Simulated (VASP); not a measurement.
# MnS (P6_3mc) in VASP: further runs

Aim: see how the results for MnS move with the level of theory and the settings. Levels: RPBE, PBE. Tasks: single point.

Everything below comes from runs of VASP 6.6.1. Logs are shortened: lines on timing, memory, paths and dates and some standing lists are left out, and cuts for length are marked.

### Step 1. Starting point

It takes space group P6_3mc (No. 186, hexagonal). Conventional cell: a = 3.954 Å, b = 3.954 Å, c = 6.343 Å, α = 90.00°, β = 90.00°, γ = 120.00°. Around Mn (site symmetry 3m) lie 4 S at 2.36 to 2.42 Å. S (site symmetry 3m) has 4 Mn at 2.36 to 2.42 Å as nearest neighbours.

The cell is a database's computed one.

### Step 2. Single point, RPBE, collinear spin, ferromagnetic start

The input, INCAR:

```
SYSTEM = MnS
PREC = Accurate
ENCUT = 500
EDIFF = 1E-7
ISMEAR = 0
SIGMA = 0.05
LREAL = .False.
LASPH = .True.
NELM = 100
ALGO = Fast
ISIF = 2
LWAVE = .False.
LCHARG = .False.
ISPIN = 2
MAGMOM = 4 4 0 0
LORBIT = 11
LMAXMIX = 4
GGA = RP
```

The input, KPOINTS:

```
Automatic mesh
0
Gamma
  8 8 4
  0 0 0
```

The input, POSCAR:

```
MnS
3.9536
    0.999994163117      0.000000000000      0.000000000000
   -0.499997081571      0.866020348897      0.000000000000
    0.000000000000      0.000000000000      1.604241415419
Mn S
2 2
Direct
    0.6666666667      0.3333333333      0.4988446700
    0.3333333333      0.6666666667      0.9988446700
    0.3333333333      0.6666666667      0.6261543000
    0.6666666667      0.3333333333      0.1261543000
```

Potentials or basis: VASP PAW PBE potentials, release 64 (Mn, S).

Started as:

```
$ cat potpaw_PBE.64/Mn/POTCAR potpaw_PBE.64/S/POTCAR > POTCAR
$ mpirun -np 1 vasp_std > vasp.out
```

OUTCAR:

```text
SYSTEM = MnS
   PREC = Accurate
   ENCUT = 500
   EDIFF = 1E-7
   ISMEAR = 0
   LREAL = .False.
   LASPH = .True.
   NELM = 100
   ISIF = 2
   ISPIN = 2
   LORBIT = 11
   GGA = RP

 ion  position               nearest neighbor table
   1  0.667  0.333  0.499-   4 2.36   3 2.42   3 2.42   3 2.42
   2  0.333  0.667  0.999-   3 2.36   4 2.42   4 2.42   4 2.42
   3  0.333  0.667  0.626-   2 2.36   1 2.42   1 2.42   1 2.42
   4  0.667  0.333  0.126-   1 2.36   2 2.42   2 2.42   2 2.42

  LATTYP: Found a hexagonal cell.
 ALAT       =     3.9535769233
 C/A-ratio  =     1.6042507792

  Lattice vectors:

 A1 = (   3.9535769233,   0.0000000000,   0.0000000000)
 A2 = (  -1.9767884617,   3.4238980514,   0.0000000000)
 A3 = (   0.0000000000,   0.0000000000,   6.3425288600)

Analysis of symmetry for initial positions (statically):
=====================================================================
 Subroutine PRICEL returns:
 Original cell was already a primitive cell.

 Routine SETGRP: Setting up the symmetry group for a
 hexagonal supercell.

 Subroutine GETGRP returns: Found 12 space group operations
 (whereof  6 operations were pure point group operations)
 out of a pool of 24 trial point group operations.

The static configuration has the point symmetry C_3v.
 The point group associated with its full space group is C_6v.

Analysis of symmetry for dynamics (positions and initial velocities):
=====================================================================
 Subroutine PRICEL returns:
 Original cell was already a primitive cell.

 Routine SETGRP: Setting up the symmetry group for a
 hexagonal supercell.

 Subroutine GETGRP returns: Found 12 space group operations
 (whereof  6 operations were pure point group operations)
 out of a pool of 24 trial point group operations.

The dynamic configuration has the point symmetry C_3v.
 The point group associated with its full space group is C_6v.

Analysis of structural, dynamic, and magnetic symmetry:
=====================================================================
 Subroutine PRICEL returns:
 Original cell was already a primitive cell.

 Routine SETGRP: Setting up the symmetry group for a
 hexagonal supercell.

 Subroutine GETGRP returns: Found 12 space group operations
 (whereof  6 operations were pure point group operations)
 out of a pool of 24 trial point group operations.

The overall configuration has the point symmetry C_3v.
 The point group associated with its full space group is C_6v.

 Subroutine INISYM returns: Found 12 space group operations
 (whereof  6 operations are pure point group operations),
 and found     1 'primitive' translations

----------------------------------------------------------------------------------------

                                     Primitive cell

  volume of cell :      85.8566

  direct lattice vectors                    reciprocal lattice vectors
     3.953576923  0.000000000  0.000000000     0.252935511  0.146032385  0.000000000
    -1.976788462  3.423898051  0.000000000     0.000000000  0.292064771  0.000000000
     0.000000000  0.000000000  6.342528860     0.000000000  0.000000000  0.157665818

  length of vectors
     3.953576923  3.953576923  6.342528860     0.292064771  0.292064771  0.157665818

  position of ions in fractional coordinates (direct lattice)
     0.666666667  0.333333333  0.498844670
     0.333333333  0.666666667  0.998844670
     0.333333333  0.666666667  0.626154300
     0.666666667  0.333333333  0.126154300

  ion indices of the primitive-cell ions
   primitive index   ion index
                 1           1
                 2           2
                 3           3
                 4           4

----------------------------------------------------------------------------------------

 KPOINTS: Automatic mesh

Automatic generation of k-mesh.
 Grid dimensions read from file:
 generate k-points for:    8    8    4

 Generating k-lattice:

  Cartesian coordinates                     Fractional coordinates (reciprocal lattice)
     0.031616939  0.018254048  0.000000000     0.125000000  0.000000000  0.000000000
     0.000000000  0.036508096  0.000000000     0.000000000  0.125000000  0.000000000
     0.000000000  0.000000000  0.039416454     0.000000000  0.000000000  0.250000000

  Length of vectors
     0.036508096  0.036508096  0.039416454

  Shift w.r.t. Gamma in fractional coordinates (k-lattice)
     0.000000000  0.000000000  0.000000000

 Subroutine IBZKPT returns following result:
 ===========================================

 Found     30 irreducible k-points:

 Following reciprocal coordinates:
            Coordinates               Weight
  0.000000  0.000000  0.000000      1.000000
  0.125000  0.000000  0.000000      6.000000
  0.250000  0.000000  0.000000      6.000000
  0.375000 -0.000000  0.000000      6.000000
  0.500000  0.000000  0.000000      3.000000
  0.125000  0.125000  0.000000      6.000000
[... 16 lines left out ...]
[... 29 lines left out ...]
   POTIM  = 0.5000    time-step for ionic-motion
   TEBEG  =    0.0;   TEEND  =   0.0 temperature during run
   PSTRESS=    0.0 pullay stress
   NELECT =      26.0000    total number of electrons
   NUPDOWN=      -1.0000    fix difference up-down
   EMIN   =  10.00;   EMAX   =-10.00  energy-range for DOS
   EFERMI =   0.00;   METHOD = LEGACY
   ISMEAR =     0;   SIGMA  =   0.05  broadening in eV -4-tet -1-fermi 0-gaus
   EFERMI_NEDOS =   21; number of points for ismear=-14 and -15
   IALGO  =     68    algorithm
   IMIX   =      4    mixing-type and parameters
     AMIX     =   0.40;   BMIX     =  1.00
     AMIX_MAG =   1.60;   BMIX_MAG =  1.00
  volume/ion in A,a.u.               =      21.46       144.85
  Fermi-wavevector in a.u.,A,eV,Ry     =   1.099364  2.077496 16.444014  1.208601
  Thomas-Fermi vector in A             =   2.235757
   LORBIT       =     11    0 simple, 1 ext, 2 COOP (PROOUT), +10 PAW based schemes
   GGA     = RP    functional components
   LHFCALC =     F    Hartree Fock is set to
   AEXX    =    0.0000 exact exchange contribution
   IVDW    =     0    specifies the selected vdW correction
   LEPSILON=     F    determine dielectric tensor
   LRPA    =     F    only Hartree local field effects (RPA)
 spin polarized calculation
 RMM-DIIS sequential band-by-band and
 Gauss-broadening in eV      SIGMA  =   0.05
  energy-cutoff  :      500.00
  volume of cell :       85.86
 maximum number of plane-waves:      2202
 NGX is ok and might be reduce to    30
   NGX = 15   NGY = 15   NGZ = 23

 number of electron      25.9999994 magnetization      10.0390313

 number of electron      25.9999994 magnetization       9.9620610

 Free energy of the ion-electron system (eV)
  ---------------------------------------------------
  ext. energy  EPLUGINS =         0.00000000
  ---------------------------------------------------
  free energy    TOTEN  =       -27.02894061 eV

  energy without entropy =      -27.02791540  energy(sigma->0) =      -27.02842801

 E-fermi :   4.1174     XC(G=0):  -9.0477

 val. band max:        4.1085097954   @ k =   0.3750  -0.0000   0.0000
 cond. band min:       4.1656784583   @ k =   0.2500   0.1250   0.0000
 fundamental gap:      0.0571686629
 Fermi energy:         4.1173551372

 spin component 1

 k-point     1 :       0.0000    0.0000    0.0000
  band No.  band energies     occupation
      1     -10.0380      1.00000
      2      -9.2867      1.00000
      3      -1.8650      1.00000
      4      -0.9921      1.00000
      5      -0.9516      1.00000
      6      -0.9516      1.00000
[... 550 lines left out ...]
      5      -0.7300      1.00000
      6      -0.7300      1.00000
[... 13 lines left out ...]
     20       7.3029      0.00000
     21       9.2644      0.00000

 [... further k-points ...]

 spin component 2

 k-point     1 :       0.0000    0.0000    0.0000
  band No.  band energies     occupation
      1      -9.6989      1.00000
      2      -9.0069      1.00000
      3      -1.2143      1.00000
      4       0.6528      1.00000
      5       0.6767      1.00000
      6       0.6767      1.00000
[... 550 lines left out ...]
      5       0.5158      1.00000
      6       0.5158      1.00000
[... 13 lines left out ...]
     20       8.7507      0.00000
     21      10.7316      0.00000

 [... further k-points ...]
[... 5 lines left out ...]
  --------------------------------------------------------------------------------------
  -------------------------------------------------------------------------------------
  Total        2.5515029      2.5515029      3.9812354     -0.0000000     -0.0000000      0.0000000
  in kB       47.6138366     47.6138366     74.2942108     -0.0000000     -0.0000000      0.0000000
  external PRESSURE =      56.5072947 kB  Pullay stress =       0.0000000 kB

 VOLUME and BASIS-vectors are now :
 -----------------------------------------------------------------------------
  energy-cutoff  :      500.00
  volume of cell :       85.86
      direct lattice vectors                 reciprocal lattice vectors
     3.953576923  0.000000000  0.000000000     0.252935511  0.146032385  0.000000000
    -1.976788462  3.423898051  0.000000000     0.000000000  0.292064771  0.000000000
     0.000000000  0.000000000  6.342528860     0.000000000  0.000000000  0.157665818

 POSITION                                       TOTAL-FORCE (eV/Angst)
 -----------------------------------------------------------------------------------
      1.97679      1.14130      3.16394        -0.000000      0.000000      0.300139
     -0.00000      2.28260      6.33520        -0.000000     -0.000000      0.300139
     -0.00000      2.28260      3.97140         0.000000      0.000000     -0.300139
      1.97679      1.14130      0.80014        -0.000000     -0.000000     -0.300139
 -----------------------------------------------------------------------------------
    total drift:                               -0.000000     -0.000000      0.000394

  FREE ENERGIE OF THE ION-ELECTRON SYSTEM (eV)
  ---------------------------------------------------
  free  energy   TOTEN  =       -27.0289406104 eV

  energy  without entropy=      -27.0279154038  energy(sigma->0) =      -27.02842801

 total charge

# of ion       s       p       d       tot
------------------------------------------
    1        0.266   0.273   4.889   5.428
    2        0.266   0.273   4.889   5.428
    3        1.316   2.484   0.000   3.800
    4        1.316   2.484   0.000   3.800
--------------------------------------------------
tot          3.165   5.513   9.777  18.455

 magnetization (x)

# of ion       s       p       d       tot
------------------------------------------
    1        0.052   0.071   4.228   4.351
    2        0.052   0.071   4.228   4.351
    3        0.011   0.083   0.000   0.095
    4        0.011   0.083   0.000   0.095
--------------------------------------------------
tot          0.127   0.307   8.456   8.890
```

Wall time 8.3 min (1 thread of AMD EPYC, shared host); peak memory 0.23 GiB.

Results:

- Free energy: -27.0289 eV
- Pressure: 5.7 GPa
- Largest force: 0.300 eV/Å
- Band gap on the k mesh: none (metal or under the smearing width)
- Net moment: 9.96 μB per cell
- Site moments: Mn +4.35; S +0.10 μB
- Valence electrons inside the program's atomic spheres: Mn 5.43; S 3.80

Forces in eV/Å, atoms in the order of the input:
```
Mn   0.000  0.000  0.300
Mn   0.000  0.000  0.300
S    0.000  0.000 -0.300
S    0.000  0.000 -0.300
```

Caveat: the PAW data sets were made with another functional, which shifts forces and pressure a little; semilocal functionals often make such compounds metallic where correlation or magnetic order opens a gap, which also shifts bond lengths; only a ferromagnetic start was run, and an antiferromagnetic order may lie lower in energy.

### Step 3. Single point, RPBE, collinear spin, ferromagnetic start

The input, run.py:

```python
from ase.calculators.vasp import Vasp
from ase.dft.bandgap import bandgap
from ase.io import read

atoms = read('MnS.xyz')
atoms.set_initial_magnetic_moments([4.0, 4.0, 0.0, 0.0])
calc = Vasp(
    directory='calc',
    xc='rpbe',
    pp='PBE',
    setups='minimal',
    prec='Accurate',
    encut=500,
    ediff=1e-06,
    ismear=0,
    sigma=0.05,
    lreal=False,
    lasph=True,
    nelm=120,
    algo='Normal',
    isif=2,
    lwave=False,
    lcharg=True,
    ispin=2,
    lorbit=11,
    lmaxmix=4,
    lelf=True,
    lvhar=True,
    kpts=[8, 8, 4],
    gamma=True,
)
atoms.calc = calc

print('energy (eV):', atoms.get_potential_energy())
print('free energy (eV):', atoms.get_potential_energy(force_consistent=True))
print('forces (eV/A):')
print(atoms.get_forces())
print('stress (eV/A^3, Voigt):', atoms.get_stress())
print('Fermi level (eV):', calc.get_fermi_level())
print('moment (muB):', atoms.get_magnetic_moment())
print('site moments (muB):', atoms.get_magnetic_moments())
gap, top, bottom = bandgap(calc)
print('band gap (eV):', gap, 'from (spin, k, band)', top, 'to', bottom)
```

The input, MnS.xyz:

```xyz
4
Lattice="3.9535769233 0.0000000000 0.0000000000 -1.9767884617 3.4238980514 0.0000000000 0.0000000000 0.0000000000 6.3425288600" Properties=species:S:1:pos:R:3 pbc="T T T"
Mn     1.9767884618      1.1412993504      3.1639367161
Mn    -0.0000000002      2.2825987010      6.3352011461
S     -0.0000000002      2.2825987010      3.9714017186
S      1.9767884618      1.1412993504      0.8001372886
```

Potentials or basis: VASP PAW PBE potentials, release 64 (Mn, S).

Started as:

```
$ python run.py
```

It took 4.6 min on 1 thread of AMD EPYC, shared host; peak memory 0.23 GiB.

The run converged. Its results:

| Quantity | Value |
| --- | --- |
| Free energy | -27.0289 eV |
| Pressure | 5.6 GPa |
| Largest force | 0.300 eV/Å |
| Band gap on the k mesh | none (metal or under the smearing width) |
| Net moment | 9.96 μB per cell |
| Site moments | Mn +4.35; S +0.10 μB |
| Valence electrons inside the program's atomic spheres | Mn 5.43; S 3.80 |

Forces on the atoms (eV/Å):
```
Mn   0.000  0.000  0.300
Mn   0.000  0.000  0.300
S    0.000  0.000 -0.300
S    0.000  0.000 -0.300
```

Stress tensor (GPa, compression positive):
```
4.74 0.00 0.00
0.00 4.74 0.00
0.00 0.00 7.41
```

Levels at points of the mesh, in eV from the Fermi level:
Spin up:
```csv
k point,band 14,band 15,band 16,band 17,band 18,band 19,band 20,band 21
"(0.00, 0.00, 0.00)",-0.98,-0.98,0.06,0.11,0.11,1.14,2.71,5.63
"(0.50, 0.00, 0.00)",-2.92,-2.59,-2.44,-1.33,-0.88,3.44,3.64,4.32
"(0.00, 0.00, 0.50)",-1.76,-0.47,-0.47,-0.47,-0.47,2.69,2.69,5.74
"(0.50, 0.00, 0.50)",-3.09,-1.64,-1.64,-1.50,-1.50,3.05,3.05,5.03
```
Spin down:
```tsv
k point	band 6	band 7	band 8	band 9	band 10	band 11
(0.00, 0.00, 0.00)	-3.44	-3.43	-3.43	0.51	0.51	0.81
(0.50, 0.00, 0.00)	-3.61	-3.53	-3.39	0.09	0.26	0.73
(0.00, 0.00, 0.50)	-3.44	-3.44	-3.44	0.82	0.82	0.82
(0.50, 0.00, 0.50)	-3.56	-3.47	-3.47	0.57	0.57	0.90
```

Caveat: the PAW data sets were made with another functional, which shifts forces and pressure a little; semilocal functionals often make such compounds metallic where correlation or magnetic order opens a gap, which also shifts bond lengths; only a ferromagnetic start was run, and an antiferromagnetic order may lie lower in energy. With open d or f shells a metallic result of RPBE can be an artefact of self-interaction; +U or a hybrid may open a gap.

### Step 4. Single point, PBE, collinear spin, ferromagnetic start

The input, INCAR:

```
SYSTEM = MnS
PREC     = Accurate       ! precision mode
ENCUT    = 520            ! plane-wave cutoff, eV
EDIFF    = 1E-6           ! SCF threshold, eV
ISMEAR   = -1             ! smearing method
SIGMA    = 0.05           ! smearing width, eV
LREAL    = .FALSE.        ! projectors in reciprocal space
LASPH    = .TRUE.         ! aspherical terms in the spheres
NELM     = 100            ! most SCF steps
ALGO     = Normal         ! electronic algorithm
ISIF     = 2              ! what is computed and relaxed
LWAVE    = .FALSE.        ! write WAVECAR
LCHARG   = .FALSE.        ! write CHGCAR
ISPIN    = 2              ! spin polarisation
MAGMOM   = 5.5 5.5 0 0    ! initial moments
LORBIT   = 11             ! projections on sites
LMAXMIX  = 4              ! l up to which the mixer works
GGA      = PE             ! functional
```

The input, KPOINTS:

```
regular mesh
0
G
  8 8 4
  0 0 0
```

The input, POSCAR:

```
MnS
1.0
    3.9535769233      0.0000000000      0.0000000000
   -1.9767884617      3.4238980514      0.0000000000
    0.0000000000      0.0000000000      6.3425288600
Mn S
2 2
Direct
    0.6666666667      0.3333333333      0.4988446700
    0.3333333333      0.6666666667      0.9988446700
    0.3333333333      0.6666666667      0.6261543000
    0.6666666667      0.3333333333      0.1261543000
```

Potentials or basis: VASP PAW PBE potentials, release 64 (Mn_pv, S).

Started as:

```
$ cat potpaw_PBE.64/Mn_pv/POTCAR potpaw_PBE.64/S/POTCAR > POTCAR
$ mpirun -np 1 vasp_std > vasp.out
```

Wall time 2.2 min (1 thread of Intel Xeon Platinum 8259CL at 2.50GHz (Skylake/Cascade Lake), shared host); peak memory 0.29 GiB.

The run converged. Its results:

```
Free energy                                           : -28.1505 eV
Pressure                                              : 2.8 GPa
Largest force                                         : 0.288 eV/Å
Band gap on the k mesh                                : none (metal or under the smearing width)
Net moment                                            : 9.86 μB per cell
Site moments                                          : Mn +4.32; S +0.09 μB
Valence electrons inside the program's atomic spheres : Mn 11.40; S 3.77
```

Forces on the atoms (eV/Å):
```
Mn   0.000  0.000  0.288
Mn   0.000  0.000  0.288
S    0.000  0.000 -0.288
S    0.000  0.000 -0.288
```

Stress tensor (GPa, compression positive):
```
1.93 0.00 0.00
0.00 1.93 0.00
0.00 0.00 4.54
```

Levels at points of the mesh, in eV from the Fermi level:
Spin up:
```csv
k point,band 22,band 23,band 24,band 25,band 26,band 27
"(0.00, 0.00, 0.00)",0.19,0.25,0.25,1.10,2.72,5.71
"(0.50, 0.00, 0.00)",-2.29,-1.19,-0.75,3.47,3.66,4.36
"(0.00, 0.00, 0.50)",-0.33,-0.33,-0.33,2.68,2.68,5.75
"(0.50, 0.00, 0.50)",-1.50,-1.36,-1.36,3.07,3.07,5.10
```
Spin down:
```tsv
k point	band 11	band 12	band 13	band 14	band 15	band 16	band 17	band 18
(0.00, 0.00, 0.00)	-3.37	-3.37	-3.36	-3.36	0.50	0.50	0.80	0.99
(0.50, 0.00, 0.00)	-4.15	-3.54	-3.46	-3.32	0.06	0.24	0.71	0.90
(0.00, 0.00, 0.50)	-3.38	-3.38	-3.38	-3.38	0.81	0.81	0.81	0.81
(0.50, 0.00, 0.50)	-3.49	-3.49	-3.40	-3.40	0.54	0.54	0.89	0.89
```

Caveat: semilocal functionals often make such compounds metallic where correlation or magnetic order opens a gap, which also shifts bond lengths; only a ferromagnetic start was run, and an antiferromagnetic order may lie lower in energy.

### Step 5. The runs side by side

```tsv
level	potentials or basis	cutoff (eV)	smearing	further INCAR settings	gap on the mesh (eV)	pressure (GPa)	moment (μB)	largest force (eV/Å)
RPBE	VASP PAW PBE potentials, release 64 (Mn, S)	500	gaussian 0.05 eV	ALGO = Fast; EDIFF = 1e-07	none	5.7	9.96	0.30
RPBE	VASP PAW PBE potentials, release 64 (Mn, S)	500	gaussian 0.05 eV	ALGO = Normal; EDIFF = 1.00e-06	none	5.6	9.96	0.30
PBE	VASP PAW PBE potentials, release 64 (Mn_pv, S)	520	fermi-dirac 0.05 eV	ALGO = Normal; EDIFF = 1e-06	none	2.8	9.86	0.29
```

Alike in all rows: task single point; spin collinear, ferromagnetic start; cell as given; k mesh 8 × 8 × 4.

Caveats: semilocal functionals often make such compounds metallic where correlation or magnetic order opens a gap, which also shifts bond lengths; only a ferromagnetic start was run, and an antiferromagnetic order may lie lower in energy; the PAW data sets were made with another functional, which shifts forces and pressure a little (some runs).

Absolute energies hang on the potentials; compare differences alone.
